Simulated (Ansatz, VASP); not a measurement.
# B27P26 (V_P): VASP beside Ansatz

One calculation is typed for both programs; each brings its own data sets. How far apart do they land? The cell is taken from a series of runs on this material, whose earlier steps may have relaxed, scaled, displaced or heated it; both programs get it as it stands.

Method: plane waves, with VASP 6.6.1 beside it; single point at r2SCAN, in Ansatz 0.2.0.

### Step 1. The structure

The cell holds 53 atoms: 27 B and 26 P. Cell: a = 9.623 Å, b = 9.623 Å, c = 9.623 Å, α = 60.0°, β = 60.0°, γ = 60.0°. It derives from BP (BP (F-43m)). Nearest the centre at fractional (0.250, 0.583, 0.583): B9 at 2.08 Å, B17 at 2.08 Å, B15 at 2.09 Å, B18 at 2.14 Å, P33 at 3.17 Å, P52 at 3.17 Å, P39 at 3.17 Å, P50 at 3.17 Å.

Structure file:

```xyz
53
Lattice="0.0000 6.8046 6.8046 6.8046 0.0000 6.8046 6.8046 6.8046 0.0000" Properties=species:S:1:pos:R:3 pbc="T T T"
B     6.8004    6.8024   13.6019
B     9.0663    2.2713    6.7964
B    11.3313    4.5373    6.7953
B     9.0662    6.8014    2.2664
B     4.5311    9.0706    9.0656
B     6.7996    4.5348    2.2655
B    11.3313    6.8003    4.5323
B     6.7996    2.2705    4.5298
B     9.1287   11.2727   11.2677
B     0.0060    2.2665    2.2613
B     9.0652    4.5373    9.0614
B     4.5338    6.7931    2.2641
B     9.0651    9.0665    4.5323
B     4.5354    4.5348    4.5298
B     6.7314    6.8657    4.4614
B     4.5340    2.2692    6.7880
B     6.7320    4.4669    6.8600
B     9.1764    6.9115    6.9065
B    13.6039   11.3389   11.3339
B     9.0673    6.8025   11.3350
B     4.5310    9.0712    4.5407
B     2.2628    4.5355    6.7975
B     4.5364    6.8013    6.7962
B     6.8023    9.0664    6.7951
B     4.5311    4.5458    9.0660
B     6.8023    6.8002    9.0614
B     9.0578    9.0740    9.0689
P     3.3941    3.3998    3.3949
P     5.6865    5.6663    3.4166
P     7.9312    7.9125    3.4185
P     5.6867    3.4218    5.6612
P    10.1880    7.9231    5.6691
P     7.9313    3.4237    7.9073
P    10.1879    5.6742    7.9180
P    12.4700    7.9374    7.9322
P     3.4000    5.6684    5.6634
P     5.6884    7.9126    5.6612
P     7.9333   10.2021    5.6633
P     5.6886    5.6663    7.9074
P     7.9391    7.9232    7.9182
P    10.2022   10.2051    7.9325
P     7.9333    5.6683   10.1970
P    10.2021    7.9375   10.2001
P    12.4689   10.2042   10.1991
P     3.3958    7.9352    7.9303
P     5.6648   10.2043    7.9286
P     7.9333   12.4729    7.9346
P     5.6648    7.9335   10.1994
P     7.9309   10.2266   10.2216
P    10.1769   12.4710   10.2235
P     7.9333    7.9397   12.4679
P    10.1769   10.2286   12.4660
P    12.4669   12.4728   12.4678
```

### Step 2. Ansatz: single point, r2SCAN

Ansatz runs on its PAW soft_1 files.

With cell and atoms fixed, the geometry can't cause a difference; cores, projectors, grids and the points listed under the comparison can.

File input.yaml:

```yaml
crystal:
  checkpoint: "../qm1.relax.run"
  host: checkpoint
basis:
  ecutwfc: 500
  xc_grid: 2
hamiltonian:
  xc: r2scan
  pseudopotentials: { kind: paw, azcp: { folder: soft_1 } }
kpoints:
  mp_grid: { grid: [2, 2, 2], shift: [0.5, 0.5, 0.5] }
scf:
  occupations: { method: fixed }
  max_iter: 60
output:
  forces: true
  eigenvalues: true
  charged_corrections: { defect_position: [0.25, 0.583333, 0.583333] }
checkpoint:
  read: "../qm1.relax.run"
  write: "../qm1.point_neutral.run"
  compress: false
  write_wavefunctions: false
  write_every: 100000
magnetization:
  spin_polarized: true
  initial_magnetization: 1
  spin_locking: { lock_magnetization: hard }
```

The run is started by

```
$ ansatz run input.yaml --threads 4 --pin off --max-ram 7536MiB --backend cpu --events-out ev --progress --plain --runs-dir out
```

Numbers of over 12 decimals in the logs are rounded to 6 here.

The program printed:

```text
Warning: This run holds its total moment fixed (magnetization.spin_locking.lock_magnetization: hard) and mixes its density by anderson or broyden (scf.mixing.algorithm, typed or taken by auto). Slabs with a fixed moment have converged under broyden above another state at the same moment, at the default mixing steps and at smaller ones, and under scf.lower_state_search: standard, light or off a state that such a mixer [...]
checkpoint.read: the saved state was converged at a total charge of -1 e, and this run's is 0 e: a saved density that it takes is scaled to its electron count
crystal.checkpoint: the structure is that of <dir>, a `relax` run, at its step 7: its result, under r2scan at a charge of -1 e; 53 atoms read, 0 with a starting moment; this deck's charge is 0 e; crystal.structure_sha256 for this input is
Engine: ansatz 0.2.0, x86_64-unknown-linux-gnu
Pseudopotentials: kind: paw
Pseudopotential: B, paw, valence charge 3, recommended cutoff 500 eV (meta_gga), soft_1/B.paw.azcp
Pseudopotential: P, paw, valence charge 5, recommended cutoff 500 eV (meta_gga), soft_1/P.paw.azcp
Functional definition: r2SCAN
  parameter k0 = 0.174
  parameter k1 = 0.065
  parameter a1 = 4.9479
  exchange = r2scan_x(k0 = k0, k1 = k1, a1 = a1)
  correlation = r2scan_c
Crystal: 53 atoms, lattice volume = 630.129 Å³
Basis set: ecut = 500 eV, 16049 PW (Γ), exchange–correlation on 144×144×144 points (8 copies of the dense FFT grid, shifted against one another)
Bands: 159, of which v1, the nominal top of the filled ones, is band 106 counted from 1 (105 counted from 0)
Symmetry: 1 space group operations
Space group: P1 (ITA 1), of the structure as read, at distance tolerance 8.6e-5 Å
Magnetic group: BNS 1.1 (UNI 1), of the structure as read, at distance tolerance 8.6e-5 Å
k-points: 4 of 8 (time reversal used)
Non-local potential: B, projectors of the file, l = 0: 2, l = 1: 2, l = 2: 1
Non-local potential: P, projectors of the file, l = 0: 2, l = 1: 2, l = 2: 1
PAW form: soft (Blöchl's): semilocal exchange-correlation on the pseudo side does not see the compensation charge
PAW frozen core: B, regenerated for the run's functional (the file was generated under x = pbe(κ = 0.804, μ = 0.219515), c = pbe(β = 0.066725))
PAW frozen core: P, regenerated for the run's functional (the file was generated under x = pbe(κ = 0.804, μ = 0.219515), c = pbe(β = 0.066725))
PAW one-centre angular grid: B, 302 points (default); XC on 223 of its mesh's 2233 points in the sphere
PAW one-centre angular grid: P, 302 points (default); XC on 160 Gauss nodes
Initial density: read from a saved state, or passed on in memory by an earlier SCF of this step, an earlier step, the calling program or the single point that the run made first
Starting moments: Σ|m| = 1 μB on 53 of 53 sites; this step starts from the density that it was given
Initial wavefunctions: those read from a saved state, or passed on in memory by an earlier step or the calling program
Functional: x = r2scan, c = r2scan; τ floored in thin density (d = 2e-4 eV/Å³)
iter 1 solved again at ethr=3.15e-4 eV; its pass at ethr=3.10e-3 eV (dr2=6.65e-1 eV) is discarded
SCF iter   1: F=—  HF=-23985.614062 eV  |F-HF|=—  |Δ(HF+E_count)|=         —  Δρ=4.52e-3 (↑1.18e-3 ↓4.52e-3)  dr2=6.56e-1  dr2_τ=2.24e-3  dr2_m=3.02e-2  M=1.000 μB ∫|m|=1.000 μB  β_m=0.30  ethr=3.15e-4  ⟨swp⟩=1.0  Hψ=3536  notcnv=0  defer=2
preconditioner: auto → Resta (q_TF=auto, 2.274 Å⁻¹)  ε∞=4.6  [insulator: Δε(μ)=0.272 eV  Ē_g=11.278 eV  n_scr=136 (ndim 8)  ℏωp=21.5 eV  f_vac=0.000  ε∞_Penn≈4.6]
spin=Collinear: Resta preconditioning applied to the charge; magnetization (m = ρ↑ − ρ↓) channel mixes plain (no charge-response kernel on spin).
SCF iter   2: F=—  HF=-23985.563160 eV  |F-HF|=—  |Δ(HF+E_count)|=   5.09e-2  Δρ=3.26e-3 (↑9.62e-4 ↓3.26e-3)  dr2=2.36e-1  dr2_τ=3.16e-4  dr2_m=1.97e-2  M=1.000 μB ∫|m|=1.004 μB  β_m=0.70  ethr=3.11e-4  ⟨swp⟩=2.4  Hψ=945  notcnv=0  defer=20  κ⁻¹=1.0e0(r=1)
SCF iter   3: F=—  HF=-23985.602035 eV  |F-HF|=—  |Δ(HF+E_count)|=   3.89e-2  Δρ=1.12e-3 (↑8.27e-4 ↓1.12e-3)  dr2=1.81e-2  dr2_τ=3.28e-5  dr2_m=2.92e-3  M=1.000 μB ∫|m|=1.081 μB  β_m=1.20  ethr=1.12e-4  ⟨swp⟩=3.6  Hψ=1854  notcnv=0  defer=381  κ⁻¹=1.6e-2(r=2)
SCF iter   4: F=—  HF=-23985.615561 eV  |F-HF|=—  |Δ(HF+E_count)|=   1.35e-2  Δρ=4.46e-4 (↑4.46e-4 ↓3.94e-4)  dr2=5.97e-3  dr2_τ=1.59e-5  dr2_m=7.95e-5  M=1.000 μB ∫|m|=1.163 μB  β_m=1.20  ethr=8.58e-6  ⟨swp⟩=4.0  Hψ=1819  notcnv=0  defer=411  κ⁻¹=8.1e-3(r=3)
[...]
atom   3  B     -0.04528515    -0.02743893    -0.04490442
  atom   4  P     -0.10704738    -0.28507095    -0.10780598
  atom   5  B      0.01741938     0.05671987    -0.03258516
  atom   6  P      0.33000281     0.13489628    -0.13554358
  atom   7  B     -0.04512636    -0.04487030    -0.02750147
  atom   8  P     -0.10781912    -0.10775538    -0.28531157
  atom   9  B     -0.00865298    -0.00885016    -0.00889620
  atom  10  B      0.04769685     0.04738900    -0.05660222
  atom  11  P      0.12098932     0.12045874    -0.38238785
  atom  12  B      0.01763556    -0.03263967     0.05658590
  atom  13  P      0.32899219    -0.13652007     0.13545432
  atom  14  B      0.04761048    -0.05605306     0.04763370
  atom  15  P      0.12142050    -0.38259555     0.12090122
  atom  16  B      0.04950972    -0.06469706    -0.06494889
  atom  17  P      0.04665933    -0.02969982    -0.02818732
  atom  18  B     -0.23378761     0.00550857     0.00456882
  atom  19  P     -0.01998491    -0.00823841    -0.00764634
  atom  20  B     -0.03198869     0.05652698     0.01765528
  atom  21  P     -0.13407990     0.13377706     0.33024221
  atom  22  B      0.03708459     0.24218005     0.03635590
  atom  23  P     -0.00433503     0.03873807    -0.00517958
  atom  24  B     -0.03220540     0.01739102     0.05594192
  atom  25  P     -0.13470014     0.32924804     0.13366861
  atom  26  B     -0.05666471     0.04724054     0.04682446
[...]
atom  46  B      0.05566363     0.01813930    -0.03198342
  atom  47  P      0.13453447     0.32884432    -0.13514952
  atom  48  B      0.00497464    -0.23225511     0.00610757
  atom  49  P     -0.00808091    -0.02093777    -0.00720959
  atom  50  B      0.05561754    -0.03192854     0.01819825
  atom  51  P      0.13534246    -0.13537288     0.32819466
  atom  52  B      0.24113785     0.03546833     0.03604987
  atom  53  P      0.03917804    -0.00331397    -0.00338923
  max |Σ_I F_I| component: 4.91e-3 eV/Å
--- Band table (eV; the first three rows and the last of 8) ---
  k-point 0 ↑: bands = [... 102 lower, 7.6657, 8.3624, 8.3625, 9.8394, 10.2861, 10.2882, 10.8136, 10.8137, ... 49 higher]
  k-point 1 ↑: bands = [... 102 lower, 7.8207, 8.0858, 8.1335, 9.2980, 10.0821, 10.1923, 10.7150, 11.5762, ... 49 higher]
  k-point 2 ↑: bands = [... 102 lower, 7.8207, 8.0858, 8.1335, 9.2976, 10.0821, 10.1929, 10.7150, 11.5761, ... 49 higher]
  k-point 3 ↓: bands = [... 102 lower, 7.8798, 8.1136, 8.5540, 9.9217, 10.6215, 10.7409, 10.8062, 11.5913, ... 49 higher]
```

### Step 3. VASP: single point, r2SCAN

The same cell, functional and mesh now go to VASP, with its own data sets.

Lines of VASP's logs that name or quote its potential files are left out, and so is its time.

File INCAR:

```
SYSTEM = B27P26
PREC = Accurate
ENCUT = 460
EDIFF = 1E-06
NELM = 200
ISMEAR = 0
SIGMA = 0.01
LREAL = Auto
ALGO = Normal
METAGGA = R2SCAN
LASPH = .TRUE.
NBANDS = 144
ISPIN = 2
MAGMOM = 0 0 0 0 0 0 0 0 0.09 0.01 0 0.01 0 0 0.09 0.01 0.09 0.09 0 0 0.01 0 0 0 0.01 0 0.01 -0 0 -0 0 -0 -0 -0 -0 -0 -0 -0 -0 -0 -0 -0 -0 -0 -0 -0 -0 -0 0 -0 -0 -0 -0
LORBIT = 11
LWAVE = .FALSE.
LCHARG = .FALSE.
ISIF = 2
ISYM = 0
NUPDOWN = 1
GGA_COMPAT = .FALSE.
LMIXTAU = .TRUE.
KPAR = 4
```

File POSCAR:

```
B27P26
1.0
    0.0000000000      6.8045562257      6.8045562257
    6.8045562257      0.0000000000      6.8045562257
    6.8045562257      6.8045562257      0.0000000000
B P
27 26
Direct
    0.9996161852      0.9993286784      0.0000660466
    0.0001058536      0.9986936903      0.3336922009
    0.0000920682      0.9985438666      0.6667141433
    0.0001085360      0.3329558105      0.9994232251
    0.9997046847      0.3325806754      0.3333075596
    0.0000537299      0.3328843992      0.6663833916
    0.0000933446      0.6659810035      0.9992740994
    0.0000455836      0.6656504539      0.3336206487
    0.9854924922      0.6704166188      0.6711455846
    0.3322594995      0.0000616557      0.0008243127
    0.3331305750      0.9985419660      0.3336763191
    0.3323732742      0.0003536966      0.6659420435
    0.3331393892      0.3329357674      0.9992741342
    0.3328073974      0.3328938054      0.3336310225
    0.3376877366      0.3179540154      0.6712920451
    0.3323702005      0.6651943346      0.0011186388
    0.3376384581      0.6705157708      0.3188203283
    0.3410693886      0.6739103436      0.6746532331
    0.6663886284      0.9992444636      0.9999854878
    0.6664771765      0.9993234626      0.3332148137
    0.6672643848      0.0000413437      0.6658410550
    0.6664723856      0.3324833063      0.0000621866
    0.6658110985      0.3329638341      0.3337064864
    0.6656745450      0.3329401764      0.6667294526
    0.6672552368      0.6650939943      0.0007988152
    0.6656714070      0.6659915295      0.3336841581
    0.6675816673      0.6651937784      0.6659396789
    0.2498778331      0.2490309147      0.2497602513
    0.2495691401      0.2525387133      0.5831458501
    0.2498186323      0.2525648698      0.9130109841
    0.2495598020      0.5824084771      0.2533092797
    0.2501501806      0.5829897866      0.9142367577
    0.2498125589      0.9122499037      0.2533390481
    0.2501505147      0.9134887161      0.5837315224
    0.2498079091      0.9159152828      0.9166736031
    0.5828319720      0.2494592638      0.2501997865
    0.5794239178      0.2525523626      0.5834145809
    0.5828553484      0.2494309972      0.9164436997
    0.5794003339      0.5826722587      0.2533256324
    0.5806634974      0.5829918912      0.5837364683
    0.5830957362      0.5826666863      0.9166528161
    0.5828469599      0.9157063318      0.2501703698
    0.5831011799      0.9159094390      0.5833992602
    0.5830185089      0.9158423350      0.9165897513
    0.9162763830      0.2491601246      0.2498904944
    0.9161539757      0.2490300575      0.5834781370
    0.9166062063      0.2494693750      0.9164149809
    0.9161525867      0.5827492175      0.2497575696
    0.9197793911      0.5823972799      0.5831317776
    0.9197933926      0.5826613878      0.9129452932
    0.9166121801      0.9156795490      0.2502030946
    0.9198004935      0.9122076694      0.5833930683
    0.9165725581      0.9157038653      0.9164373176
```

File KPOINTS:

```
Points of the shifted mesh
8
Reciprocal
 0.2500000000  0.2500000000  0.2500000000 1
 0.2500000000  0.2500000000  0.7500000000 1
 0.2500000000  0.7500000000  0.2500000000 1
 0.2500000000  0.7500000000  0.7500000000 1
 0.7500000000  0.2500000000  0.2500000000 1
 0.7500000000  0.2500000000  0.7500000000 1
 0.7500000000  0.7500000000  0.2500000000 1
 0.7500000000  0.7500000000  0.7500000000 1
```

The projector-augmented-wave data sets are B and P (PBE family, release 64).

The run is started by

```
$ mpirun -np 8 vasp_std
```

The program printed:

```text
[banner, memory and clock lines left out]
running    8 mpi-ranks, on    1 nodes
[...]
|                                                                             |
|           W    W    AA    RRRRR   N    N  II  N    N   GGGG   !!!           |
|           W    W   A  A   R    R  NN   N  II  NN   N  G    G  !!!           |
|           W    W  A    A  R    R  N N  N  II  N N  N  G       !!!           |
|           W WW W  AAAAAA  RRRRR   N  N N  II  N  N N  G  GGG   !            |
|           WW  WW  A    A  R   R   N   NN  II  N   NN  G    G                |
|           W    W  A    A  R    R  N    N  II  N    N   GGGG   !!!           |
|                                                                             |
|     For optimal performance we recommend to set                             |
|       NCORE = 2 up to number-of-cores-per-socket                            |
|     NCORE specifies how many cores store one orbital (NPAR=cpu/NCORE).      |
|     This setting can greatly improve the performance of VASP for DFT.       |
[...]
|                                                                             |
|     You enforced a specific xc type in the INCAR file but a different       |
|     [... a line on the potential file left out ...]
|     I HOPE YOU KNOW WHAT YOU ARE DOING!                                     |
|                                                                             |

 LDA part: xc-table for (None), standard interpolation
 POSCAR, INCAR and KPOINTS ok, starting setup
[...]
entering main loop
       N       E                     dE             d eps       ncg     rms          rms(c)
DAV:   1     0.513237698641E+03    0.51324E+03   -0.88905E+04  4608   0.122E+03
DAV:   2    -0.437733442691E+03   -0.95097E+03   -0.89755E+03  5584   0.220E+02
DAV:   3    -0.499813807232E+03   -0.62080E+02   -0.61103E+02  5712   0.532E+01
DAV:   4    -0.501210423954E+03   -0.13966E+01   -0.13856E+01  5752   0.846E+00
[...]
DAV:  16    -0.452619609343E+03   -0.14852E-05   -0.19639E-05  5680   0.143E-02    0.727E-03
DAV:  17    -0.452619610817E+03   -0.14735E-05   -0.24613E-06  3664   0.460E-03    0.421E-03
DAV:  18    -0.452619611114E+03   -0.29726E-06   -0.84961E-07  3232   0.310E-03
   1 F= -.45261961E+03 E0= -.45261961E+03  d E =-.626773E-27  mag=     1.0000
```

OUTCAR, selected parts (step 3):

```text
  FREE ENERGIE OF THE ION-ELECTRON SYSTEM (eV)
  ---------------------------------------------------
  free  energy   TOTEN  =      -452.6196111138 eV

  energy  without entropy=     -452.6196111138  energy(sigma->0) =     -452.61961111

 magnetization (x)
# of ion       s       p       d       tot
------------------------------------------
    1        0.000   0.002   0.000   0.002
    2        0.001   0.003   0.000   0.003
    3        0.001   0.002   0.000   0.003
    4        0.001   0.003   0.000   0.003
    5        0.000   0.001   0.000   0.001
    6        0.000   0.001   0.000   0.002
    7        0.001   0.002   0.000   0.003
    8        0.000   0.001   0.000   0.002
    9        0.024   0.083   0.000   0.108
   10        0.007   0.004   0.000   0.011
   11        0.001   0.002   0.000   0.003
   12        0.006   0.005   0.000   0.011
   13        0.001   0.002   0.000   0.003
[...]
--------------------------------------------------
tot          0.136   0.336   0.000   0.472

[... 1 further part left out ...]
```

The run ends at a pressure of -0.95 GPa, with forces up to 0.41 eV/Å.

### Step 4. Side by side

Known differences besides the potentials themselves: VASP starts from the moments at which Ansatz ended; VASP keeps PBE cores, Ansatz makes them for the functional; fixed occupations in Ansatz, narrow Gaussian smearing in VASP; the cutoff is 500 eV in Ansatz and 460 eV in VASP (PREC = Accurate, projectors in real space); site moments are counted in spheres of each program's own size. Total energies have different zeros and are not compared.

Both answers:

```tsv
quantity	Ansatz	VASP	difference
total moment, fixed by the input (μB)	1.00	1.00	0.00
moment on B15 (μB)	0.09	0.11	-0.02
moment on B9 (μB)	0.09	0.11	-0.02
moment on B17 (μB)	0.09	0.11	-0.02
moment on B18 (μB)	0.09	0.11	-0.02
```

Forces on 10 of the 53 atoms, those with the largest forces and the largest differences (eV/Å; atoms numbered as in POSCAR):

```tsv
atom	Ansatz x, y, z	VASP x, y, z
B9	0.050, -0.065, -0.065	0.064, -0.080, -0.080
B15	-0.060, 0.043, -0.059	-0.075, 0.057, -0.074
B17	-0.061, -0.060, 0.045	-0.076, -0.076, 0.059
P30	0.330, 0.135, -0.136	0.328, 0.130, -0.131
P32	0.121, 0.120, -0.382	0.116, 0.114, -0.377
P33	0.329, -0.137, 0.135	0.327, -0.133, 0.132
P34	0.121, -0.383, 0.121	0.116, -0.378, 0.115
P37	-0.134, 0.134, 0.330	-0.131, 0.131, 0.328
P40	-0.382, 0.120, 0.120	-0.376, 0.116, 0.117
P50	0.135, 0.329, -0.135	0.132, 0.326, -0.130
```

The forces differ by 4.7 meV/Å r.m.s., which is 4.0 % of the r.m.s. force of 0.117 eV/Å (both taken over all components).

### Step 5. Results

| Quantity | Value |
| --- | --- |
| r.m.s. force difference (single point, r2SCAN) | 4.7 meV/Å |

What this shows: The r.m.s. force difference is 4.7 meV/Å (single point, r2SCAN), within the 12 meV/Å picked in this series as the mark of a large difference. Such differences can come from data sets, numerical settings and the points named under the comparisons, not from the functional's error against experiment.

[Lines on the potential files, build, host, timing and source positions are cut from VASP's logs without a mark.]

[Logs are printed without paths, hosts, clocks, repeated set-up lines and the standing remarks that a program may print on its own settings, such as how far it seeks lower states.]

[Hosts, paths, dates, database ids (printed as entryN), source tags and the programs' standing remarks are cut or masked in the printed files.]
